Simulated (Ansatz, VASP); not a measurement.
**One calculation of TiC, two programs**

INCAR

```
PREC = Accurate
ENCUT = 600
EDIFF = 1E-6
ISMEAR = -1
SIGMA = 0.05
LREAL = F
LASPH = T
NELM = 150
ALGO = Normal
ISIF = 3
LWAVE = F
LCHARG = F
LMAXMIX = 4
LDAU = T
LDAUTYPE = 2
LDAUL = 2 -1
LDAUU = 5 0
LDAUJ = 0 0
LDAUPRINT = 1
GGA = PE
IBRION = 2
NSW = 60
EDIFFG = -0.01
```

The input KPOINTS:

```
Automatic mesh
0
Gamma
  11 11 11
```

File POSCAR:

```
TiC
1.0
    0.0000000000      2.1657188437      2.1657188437
    2.1657188437      0.0000000000      2.1657188437
    2.1657188437      2.1657188437      0.0000000000
Ti C
1 1
Direct
    0.0000000000      0.0000000000      0.0000000000
    0.5000000000      0.5000000000      0.5000000000
```

File input.yaml:

```yaml
crystal:
  lattice:
    - [0.0, 2.1657188437, 2.1657188437]
    - [2.1657188437, 0.0, 2.1657188437]
    - [2.1657188437, 2.1657188437, 0.0]
  atoms:
    - { symbol: Ti, position: [0.0, 0.0, 0.0] }
    - { symbol: C, position: [0.5, 0.5, 0.5] }
hamiltonian:
  xc: pbe
  pseudopotentials: { kind: paw }
  hubbard: { sites: [{ species: Ti, l: d, u_eff: 5.0 }] }
kpoints:
  mp_grid: { grid: [11, 11, 11] }
scf:
  occupations: { method: fermi_dirac, width: 0.05 }
output:
  forces: true
  stress: true
  eigenvalues: true
relax:
  f_tol: 0.01
  max_steps: 40
  cell: { stress_tol: 0.05 }
```

The cell is a database's computed one.

Alike in both runs: task relaxation of cell and atoms; functional PBE; k mesh 11 × 11 × 11; occupations fermi-dirac, width 0.05 eV; no spin polarisation; Hubbard terms Ti d U = 5.0 eV.

```csv
,VASP,Ansatz
version,VASP 6.6.1,Ansatz 0.2.0
potentials or method,"VASP PAW PBE potentials, release 64 (Ti_sv, C)",Ansatz PAW
plane-wave cutoff (eV),600,420
valence electrons in the cell,16,16
```

Ansatz gave:

```
gap on the k mesh at the Fermi level, each at its own relaxed structure (eV) : none
relaxed volume (Å³/atom)                                                     : 10.54
relaxed cell length with the largest relative difference (Å)                 : 3.101
energy change over the relaxation (meV/atom)                                 : -11
```

Task: Estimate VASP's values.

Result: gap on the k mesh at the Fermi level, each at its own relaxed structure (eV): none; relaxed volume (Å³/atom): 10.74; relaxed cell length with the largest relative difference (Å): 3.120; energy change over the relaxation (meV/atom): -26.

The programs project onto different local orbitals, so the same U acts differently. A gap of «none» marks a metal or a gap that the smearing closes.

Caveats: U without spin polarisation on a metal has little footing; the U is typed as a test and isn't derived for this compound; the plane-wave basis is chosen anew once the cell has moved, so the energies of steps on either side of that aren't comparable (Ansatz).
